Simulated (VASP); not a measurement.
# TePb (Fm-3m) in VASP: notebook

The runs below take TePb through single point, with r2SCAN.

All numbers are computed with VASP 6.6.1; they aren't measurements. Logs are shortened: lines on timing, memory, paths and dates and some standing lists are left out, and cuts for length are marked.

**Experimental background.**

A printed reference work, monograph reports, for a bulk crystal of TePb at 4.2 K: band gap 0.19 eV (direct).

The runs below are set against these values where they give the same quantity.

## Step 1: The cell of the first run

It takes space group Fm-3m (No. 225, cubic). The conventional cell has a = 6.537 Å, b = 6.537 Å, c = 6.537 Å, α = 90.00°, β = 90.00°, γ = 90.00°. Within 4.3 Å of Te (site symmetry m-3m) lie 6 Pb at 3.27 Å. Within 4.3 Å of Pb (site symmetry m-3m) lie 6 Te at 3.27 Å.

## Step 2: Single point, r2SCAN

The input, POSCAR:

```
TePb
1.0
    0.0000000000      3.2686743700      3.2686743700
    3.2686743700      0.0000000000      3.2686743700
    3.2686743700      3.2686743700      0.0000000000
Te Pb
1 1
Direct
    0.5000000000      0.5000000000      0.5000000000
    0.0000000000      0.0000000000      0.0000000000
```

The input, INCAR.step1:

```
ALGO = Normal
EDIFF = 1E-4
ENCUT = 520
GGA = PE
ISMEAR = -1
LASPH = True
LCHARG = False
LREAL = False
LWAVE = True
NBANDS = 17
NELM = 100
PREC = Accurate
SIGMA = 0.02
```

The input, INCAR.step2:

```
ALGO = Normal
EDIFF = 1E-6
ENCUT = 520
ISIF = 2
ISMEAR = -1
ISTART = 1
LASPH = True
LCHARG = False
LMIXTAU = True
LREAL = False
LWAVE = False
METAGGA = R2SCAN
NBANDS = 17
NELM = 100
PREC = Accurate
SIGMA = 0.02
```

The input, KPOINTS:

```
k-points
0
Gamma
  8 8 8
```

Potentials or basis: VASP PAW PBE potentials, release 64 (Te, Pb_d).

Launch:

```sh
> cat potpaw_PBE.64/Te/POTCAR potpaw_PBE.64/Pb_d/POTCAR > POTCAR
> cp INCAR.step1 INCAR
> mpirun -np 1 vasp_std > vasp.out
> cp INCAR.step2 INCAR
> mpirun -np 1 vasp_std > vasp.out
```

OUTCAR:

```text
EDIFF = 1E-6
   ENCUT = 520
   ISIF = 2
   ISMEAR = -1
   ISTART = 1
   LASPH = True
   LREAL = False
   METAGGA = R2SCAN
   NELM = 100
   PREC = Accurate

 ion  position               nearest neighbor table
   1  0.500  0.500  0.500-   2 3.27   2 3.27   2 3.27   2 3.27   2 3.27   2 3.27
   2  0.000  0.000  0.000-   1 3.27   1 3.27   1 3.27   1 3.27   1 3.27   1 3.27

  LATTYP: Found a face centered cubic cell.
 ALAT       =     6.5373487400

  Lattice vectors:

 A1 = (   0.0000000000,   3.2686743700,   3.2686743700)
 A2 = (   3.2686743700,   0.0000000000,   3.2686743700)
 A3 = (   3.2686743700,   3.2686743700,   0.0000000000)

Analysis of symmetry for initial positions (statically):
=====================================================================
 Subroutine PRICEL returns:
 Original cell was already a primitive cell.

 Routine SETGRP: Setting up the symmetry group for a
 face centered cubic supercell.

 Subroutine GETGRP returns: Found 48 space group operations
 (whereof 48 operations were pure point group operations)
 out of a pool of 48 trial point group operations.

The static configuration has the point symmetry O_h .

Analysis of symmetry for dynamics (positions and initial velocities):
=====================================================================
 Subroutine PRICEL returns:
 Original cell was already a primitive cell.

 Routine SETGRP: Setting up the symmetry group for a
 face centered cubic supercell.

 Subroutine GETGRP returns: Found 48 space group operations
 (whereof 48 operations were pure point group operations)
 out of a pool of 48 trial point group operations.

The dynamic configuration has the point symmetry O_h .

 Subroutine INISYM returns: Found 48 space group operations
 (whereof 48 operations are pure point group operations),
 and found     1 'primitive' translations

----------------------------------------------------------------------------------------

                                     Primitive cell

  volume of cell :      69.8466

  direct lattice vectors                    reciprocal lattice vectors
     0.000000000  3.268674370  3.268674370    -0.152967210  0.152967210  0.152967210
     3.268674370  0.000000000  3.268674370     0.152967210 -0.152967210  0.152967210
     3.268674370  3.268674370  0.000000000     0.152967210  0.152967210 -0.152967210

  length of vectors
     4.622603625  4.622603625  4.622603625     0.264946980  0.264946980  0.264946980

  position of ions in fractional coordinates (direct lattice)
     0.500000000  0.500000000  0.500000000
     0.000000000  0.000000000  0.000000000

  ion indices of the primitive-cell ions
   primitive index   ion index
                 1           1
                 2           2

----------------------------------------------------------------------------------------

 KPOINTS: k-points

Automatic generation of k-mesh.
 Grid dimensions read from file:
 generate k-points for:    8    8    8

 Generating k-lattice:

  Cartesian coordinates                     Fractional coordinates (reciprocal lattice)
    -0.019120901  0.019120901  0.019120901     0.125000000  0.000000000  0.000000000
     0.019120901 -0.019120901  0.019120901     0.000000000  0.125000000  0.000000000
     0.019120901  0.019120901 -0.019120901     0.000000000  0.000000000  0.125000000

  Length of vectors
     0.033118373  0.033118373  0.033118373

  Shift w.r.t. Gamma in fractional coordinates (k-lattice)
     0.000000000  0.000000000  0.000000000

 Subroutine IBZKPT returns following result:
 ===========================================

 Found     29 irreducible k-points:

 Following reciprocal coordinates:
            Coordinates               Weight
  0.000000  0.000000  0.000000      1.000000
  0.125000  0.000000  0.000000      8.000000
  0.250000  0.000000  0.000000      8.000000
  0.375000  0.000000  0.000000      8.000000
  0.500000  0.000000  0.000000      4.000000
  0.125000  0.125000  0.000000      6.000000
[... 16 lines left out ...]
  0.500000  0.250000  0.125000     48.000000
 -0.375000  0.250000  0.125000     24.000000
 [... further k-points ...]
   k-points           NKPTS =     29   k-points in BZ     NKDIM =     29   number of bands    NBANDS=     17
   number of dos      NEDOS =    301   number of ions     NIONS =      2
   total plane-waves  NPLWV =  46656
   dimension x,y,z NGX =    36 NGY =   36 NGZ =   36
   dimension x,y,z NGXF=    72 NGYF=   72 NGZF=   72
   ions per type =               1   1
   NGX,Y,Z   is equivalent  to a cutoff of  12.95, 12.95, 12.95 a.u.
   NGXF,Y,Z  is equivalent  to a cutoff of  25.89, 25.89, 25.89 a.u.
 SYSTEM =  unknown system
   PREC   = accura    normal or accurate (medium, high low for compatibility)
   ISTART =      1    job   : 0-new  1-cont  2-samecut
   ICHARG =      0    charge: 1-file 2-atom 10-const
   ISPIN  =      1    spin polarized calculation?
   LNONCOLLINEAR =      F non collinear calculations
   LSORBIT =      F    spin-orbit coupling
   LASPH  =      T    aspherical Exc in radial PAW
   ENCUT  =  520.0 eV  38.22 Ry    6.18 a.u.   8.59  8.59  8.59*2*pi/ulx,y,z
   NELM   =    100;   NELMIN=  2; NELMDL=  0     # of ELM steps
   EDIFF  = 0.1E-05   stopping-criterion for ELM
   LREAL  =      F    real-space projection
   EDIFFG = 0.1E-04   stopping-criterion for IOM
   NSW    =      0    number of steps for IOM
   IBRION =     -1    ionic relax: 0-MD 1-quasi-New 2-CG
   NFREE  =      0    steps in history (QN), initial steepest desc. (CG)
   ISIF   =      2    stress and relaxation
   ISYM   =      2    0-nonsym 1-usesym 2-fastsym
   POTIM  = 0.5000    time-step for ionic-motion
   TEBEG  =    0.0;   TEEND  =   0.0 temperature during run
   PSTRESS=    0.0 pullay stress
   NELECT =      20.0000    total number of electrons
   NUPDOWN=      -1.0000    fix difference up-down
   EMIN   =  10.00;   EMAX   =-10.00  energy-range for DOS
   EFERMI =   0.00;   METHOD = LEGACY
   ISMEAR =    -1;   SIGMA  =   0.02  broadening in eV -4-tet -1-fermi 0-gaus
   EFERMI_NEDOS =   21; number of points for ismear=-14 and -15
   IALGO  =     38    algorithm
   IMIX   =      4    mixing-type and parameters
     AMIX     =   0.40;   BMIX     =  1.00
     AMIX_MAG =   1.60;   BMIX_MAG =  1.00
  volume/ion in A,a.u.               =      34.92       235.67
  Fermi-wavevector in a.u.,A,eV,Ry     =   1.079037  2.039085 15.841559  1.164322
  Thomas-Fermi vector in A             =   2.214992
   LORBIT       =      0    0 simple, 1 ext, 2 COOP (PROOUT), +10 PAW based schemes
   METAGGA = R2SCAN    functional components
   LHFCALC =     F    Hartree Fock is set to
   AEXX    =    0.0000 exact exchange contribution
   IVDW    =     0    specifies the selected vdW correction
   LEPSILON=     F    determine dielectric tensor
   LRPA    =     F    only Hartree local field effects (RPA)
 non-spin polarized calculation
  energy-cutoff  :      520.00
  volume of cell :       69.85
 maximum number of plane-waves:      1895
 NGX is ok and might be reduce to    36
   NGX = 17   NGY = 17   NGZ = 17

 number of electron      20.0000002 magnetization

 Free energy of the ion-electron system (eV)
  ---------------------------------------------------
  ext. energy  EPLUGINS =         0.00000000
  ---------------------------------------------------
  free energy    TOTEN  =       -82.70611600 eV

  energy without entropy =      -82.70611600  energy(sigma->0) =      -82.70611600

 E-fermi :   5.5266     XC(G=0):  -9.6491

 val. band max:        5.0572829839   @ k =   0.5000   0.0000   0.0000
 cond. band min:       6.1518329938   @ k =   0.5000   0.0000   0.0000
 fundamental gap:      1.0945500099
 Fermi energy:         5.5265860961

 k-point     1 :       0.0000    0.0000    0.0000
  band No.  band energies     occupation
      1     -12.2568      2.00000
      2     -12.2568      2.00000
      3     -12.2478      2.00000
      4     -12.2478      2.00000
      5     -12.2478      2.00000
      6      -7.1568      2.00000
[... 9 lines left out ...]
     16      11.3266      0.00000
     17      12.9996      0.00000

 k-point     2 :       0.1250    0.0000    0.0000
  band No.  band energies     occupation
      1     -12.2585      2.00000
      2     -12.2585      2.00000
      3     -12.2474      2.00000
      4     -12.2459      2.00000
      5     -12.2459      2.00000
      6      -7.0228      2.00000
[... 9 lines left out ...]
     16      11.6209      0.00000
     17      13.9943      0.00000

 k-point     3 :       0.2500    0.0000    0.0000
  band No.  band energies     occupation
      1     -12.2634      2.00000
      2     -12.2634      2.00000
      3     -12.2465      2.00000
      4     -12.2406      2.00000
      5     -12.2406      2.00000
      6      -6.6380      2.00000
[... 9 lines left out ...]
     16      12.4278      0.00000
     17      15.8150      0.00000

 k-point     4 :       0.3750    0.0000    0.0000
  band No.  band energies     occupation
      1     -12.2686      2.00000
      2     -12.2686      2.00000
      3     -12.2458      2.00000
      4     -12.2351      2.00000
      5     -12.2351      2.00000
      6      -6.0885      2.00000
[... 9 lines left out ...]
     16      13.6612      0.00000
     17      16.1822      0.00000
[... 343 lines left out ...]
      1     -12.2772      2.00000
      2     -12.2580      2.00000
      3     -12.2486      2.00000
      4     -12.2372      2.00000
      5     -12.2360      2.00000
      6      -6.3222      2.00000
[... 9 lines left out ...]
     16      14.1809      0.00000
     17      14.5373      0.00000

 k-point    23 :       0.5000    0.2500    0.1250
  band No.  band energies     occupation
      1     -12.2822      2.00000
      2     -12.2622      2.00000
      3     -12.2454      2.00000
      4     -12.2358      2.00000
      5     -12.2324      2.00000
      6      -5.8371      2.00000
[... 9 lines left out ...]
     16      14.4456      0.00000
     17      15.6141      0.00000

 k-point    24 :      -0.3750    0.2500    0.1250
  band No.  band energies     occupation
      1     -12.2838      2.00000
      2     -12.2644      2.00000
      3     -12.2422      2.00000
      4     -12.2374      2.00000
      5     -12.2305      2.00000
      6      -5.5517      2.00000
[... 9 lines left out ...]
     16      15.3273      0.00000
     17      15.7858      0.00000

 [... further k-points ...]

------------------------ aborting loop because EDIFF is reached ----------------------------------------

  FORCE on cell =-STRESS in cart. coord.  units (eV):
  Direction    XX          YY          ZZ          XY          YZ          ZX
  --------------------------------------------------------------------------------------
  -------------------------------------------------------------------------------------
  Total       -0.0258776     -0.0258776     -0.0258776     -0.0000000     -0.0000000     -0.0000000
  in kB       -0.5935940     -0.5935940     -0.5935940     -0.0000000     -0.0000000     -0.0000000
  external PRESSURE =      -0.5935940 kB  Pullay stress =       0.0000000 kB

 VOLUME and BASIS-vectors are now :
 -----------------------------------------------------------------------------
  energy-cutoff  :      520.00
  volume of cell :       69.85
      direct lattice vectors                 reciprocal lattice vectors
     0.000000000  3.268674370  3.268674370    -0.152967210  0.152967210  0.152967210
     3.268674370  0.000000000  3.268674370     0.152967210 -0.152967210  0.152967210
     3.268674370  3.268674370  0.000000000     0.152967210  0.152967210 -0.152967210

 POSITION                                       TOTAL-FORCE (eV/Angst)
 -----------------------------------------------------------------------------------
      3.26867      3.26867      3.26867         0.000000     -0.000000      0.000000
      0.00000      0.00000      0.00000        -0.000000      0.000000     -0.000000
 -----------------------------------------------------------------------------------
    total drift:                               -0.000000      0.000000      0.000000

  FREE ENERGIE OF THE ION-ELECTRON SYSTEM (eV)
  ---------------------------------------------------
  free  energy   TOTEN  =       -82.7061160003 eV

  energy  without entropy=      -82.7061160003  energy(sigma->0) =      -82.70611600
```

Wall time 52 s (1 thread of Intel Xeon 6975P-C (Granite Rapids), shared host); peak memory 0.23 GiB.

Results:

| Property | Result |
| --- | --- |
| Free energy | -82.7061 eV |
| Pressure | -0.1 GPa |
| Band gap on the k mesh | 1.09 eV |

Caveat: the PAW data sets were made with another functional, which shifts forces and pressure a little; spin-orbit coupling is left out, which moves the levels of the heavy elements.

## Step 3: Single point, r2SCAN

POSCAR is that of step 2.

The input, INCAR.step1:

```
SYSTEM = TePb
  ALGO = Normal
  EDIFF = 1E-4
  ENCUT = 520
  GGA = PE
  ISMEAR = -1
  LASPH = .True.
  LCHARG = .False.
  LREAL = .False.
  LWAVE = .True.
  NBANDS = 17
  NELM = 60
  PREC = Accurate
  SIGMA = 0.02
```

The input, INCAR.step2:

```
SYSTEM = TePb
  ALGO = Normal
  EDIFF = 1E-6
  ENCUT = 520
  ISIF = 2
  ISMEAR = -1
  ISTART = 1
  LASPH = .True.
  LCHARG = .False.
  LMIXTAU = .True.
  LREAL = .False.
  LWAVE = .False.
  METAGGA = R2SCAN
  NBANDS = 17
  NELM = 60
  PREC = Accurate
  SIGMA = 0.02
```

The input, KPOINTS:

```
k-points
0
Gamma
  8 8 8
  0 0 0
```

Potentials or basis: VASP PAW PBE potentials, release 64 (Te, Pb_d).

Launch:

```sh
> cat potpaw_PBE.64/Te/POTCAR potpaw_PBE.64/Pb_d/POTCAR > POTCAR
> cp INCAR.step1 INCAR
> mpirun -np 1 vasp_std > vasp.out
> cp INCAR.step2 INCAR
> mpirun -np 1 vasp_std > vasp.out
```

It took 56 s on 1 thread of Intel Xeon 6975P-C (Granite Rapids), shared host; peak memory 0.23 GiB.

It converged, with:

```
Free energy            : -82.7061 eV
Pressure               : -0.1 GPa
Band gap on the k mesh : 1.09 eV
```

Levels at points of the mesh, in eV from the valence-band top:
```
           k point  band 7  band 8  band 9  band 10  band 11  band 12  band 13  band 14
(0.00, 0.00, 0.00)   -5.72   -1.35   -1.35    -1.35     4.32     4.32     4.32     6.27
(0.50, 0.00, 0.00)   -8.70   -0.90   -0.90     0.00     1.09     1.51     1.51     8.91
(0.50, 0.50, 0.00)   -7.44   -4.40   -2.76    -2.76     3.74     5.70     5.70     6.97
```

Caveat: the PAW data sets were made with another functional, which shifts forces and pressure a little; spin-orbit coupling is left out, which moves the levels of the heavy elements.

(Part 1 of 2 ends here.)
